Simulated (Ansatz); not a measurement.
## AlNi: a phonon run with cutoff 800 eV

Level of theory: DFT PBE, scalar-relativistic, plane waves, PAW in Ansatz 0.2.0.

Launched with:
```bash
ansatz run input.yaml --threads 1 --pin off --max-ram 3072MiB --backend cpu --events-out ev --progress --plain --runs-dir out
```

Input (bare energies are in eV):
```yaml
crystal:
  lattice:
    - [2.0460877279, -2.0460877279, 0.0]
    - [2.0460877279, 2.0460877279, 0.0]
    - [0.0, 0.0, 2.8954166572]
  atoms:
    - { symbol: Al, position: [0.0, 0.0, 0.0] }
    - { symbol: Ni, position: [0.5, 0.5, 0.5] }
basis:
  ecutwfc: 800
kpoints:
  mp_grid: { grid: [16, 16, 14] }
hamiltonian:
  xc: pbe
scf:
  occupations: { method: fermi_dirac, width: 0.15 }
output:
  eigenvalues: true
phonons:
  method: dfpt
```

From the output:
```
--- Phonons (Γ-DFPT): 4 representative perturbations + reference, on 584 of 3584 k-points (Σ response iterations 12) ---
  k mesh reduced under 8 symmetry operations, with k and −k counted as one. Each operation leaves every solved displacement unchanged or reverses it
  ASR residual: 3.536e-4 → 0.000e0 eV/Å²; symmetrization residual: 1.898e-7 eV/Å²
  ASR residual per site (eV/Å²): 4.07e-6 3.54e-4
  Γ frequencies (cm⁻¹): 0.00 0.00 0.00 288.47 288.47 288.54
  non-analytic LO–TO correction: not included (Born effective charges unavailable; polar crystals: no LO–TO splitting at Γ)
```

Time: 6.8 min on 1 thread of Intel(R) Xeon(R) Processor @ 2.50GHz (Skylake/Cascade Lake) (shared host), peak memory 1.7 GiB.

Beside the reference run (Cutoff 420 eV, 16×16×14 k-points (Γ-centred), Fermi-Dirac smearing of 0.15 eV. No spin polarisation. Phonons by linear response, acoustic sum rule imposed.), the optical modes at Γ (cm⁻¹, by rank, those that always equal the one before left out, no LO field; i marks imaginary):
| setting | mode 1 | mode 3 |
| --- | --- | --- |
| reference run | 288 | 289 |
| cutoff 800 eV | 288 | 289 |

In a metal, frequencies and elastic constants depend on the k mesh and the smearing, soft modes and shear constants most. Spin polarisation was left out, and a magnetic state may lie lower.